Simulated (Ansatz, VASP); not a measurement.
## MgO in VASP and in Ansatz

INCAR

```
ALGO = Normal
EDIFF = 1E-7
ENCUT = 520
GGA = PS
ISIF = 2
ISMEAR = 0
LASPH = True
LCHARG = True
LELF = True
LREAL = False
LVHAR = True
LWAVE = False
NBANDS = 16
NELM = 100
PREC = Accurate
SIGMA = 0.05
```

Contents of KPOINTS:

```
k-points
0
Gamma
  9 9 6
```

File POSCAR:

```
MgO
1.0
    3.3077869865      0.0000000000      0.0000000000
   -1.6538934933      2.8646275606      0.0000000000
    0.0000000000      0.0000000000      4.9828816700
Mg O
2 2
Direct
    0.3333333333      0.6666666667      0.0021597400
    0.6666666667      0.3333333333      0.5021597400
    0.3333333333      0.6666666667      0.4024402600
    0.6666666667      0.3333333333      0.9024402600
```

Input for Ansatz:

```yaml
crystal:
  lattice:
    - [3.3077869865, 0.0, 0.0]
    - [-1.6538934933, 2.8646275606, 0.0]
    - [0.0, 0.0, 4.98288167]
  atoms:
    - { symbol: Mg, position: [0.3333333333, 0.6666666667, 0.00215974] }
    - { symbol: Mg, position: [0.6666666667, 0.3333333333, 0.50215974] }
    - { symbol: O, position: [0.3333333333, 0.6666666667, 0.40244026] }
    - { symbol: O, position: [0.6666666667, 0.3333333333, 0.90244026] }
basis:
  ecutwfc: 420
kpoints:
  mp_grid: { grid: [9, 9, 6] }
hamiltonian:
  xc: pbesol
scf:
  occupations: { method: gaussian, width: 0.05 }
output:
  forces: true
  stress: true
  eigenvalues: true
```

Measurements of this composition are mostly on another form, of space group No. 225.

Alike in both runs: task single point; functional PBEsol; k mesh 9 × 9 × 6; occupations gaussian, width 0.05 eV; no spin polarisation.

|  | VASP | Ansatz |
| --- | --- | --- |
| version | VASP 6.6.1 | Ansatz 0.2.0 |
| potentials or method | VASP PAW PBE potentials, release 64 (Mg, O) | scalar-relativistic, plane waves, PAW |
| plane-wave cutoff (eV) | 520 | 420 |
| valence electrons in the cell | 16 | 32 |

|  | VASP | Ansatz | Ansatz less VASP |
| --- | --- | --- | --- |
| gap on the k mesh at the Fermi level (eV) | 3.34 | 3.34 | +0.001 |
| least direct gap on the mesh (eV) | 3.34 | 3.34 | +0.001 |
| pressure (GPa) | 0.1 | 0.3 | +0.28 |
| rms of the force components (eV/Å) | 0.005 | 0.005 | -0.0002 |

Atom by atom the forces differ by 0.000 eV/Å (rms over components). The functional is the same, so the differences come from potentials, cutoffs and numerics. The two sets of potentials don't hold the same shells in valence.

Caveats: the PAW data sets were made with another functional, which shifts forces and pressure a little (VASP); an odd mesh through Γ misses points on the zone boundary, where band edges often lie. Expect the measured gap to be larger: semilocal functionals such as PBEsol lack the derivative discontinuity.
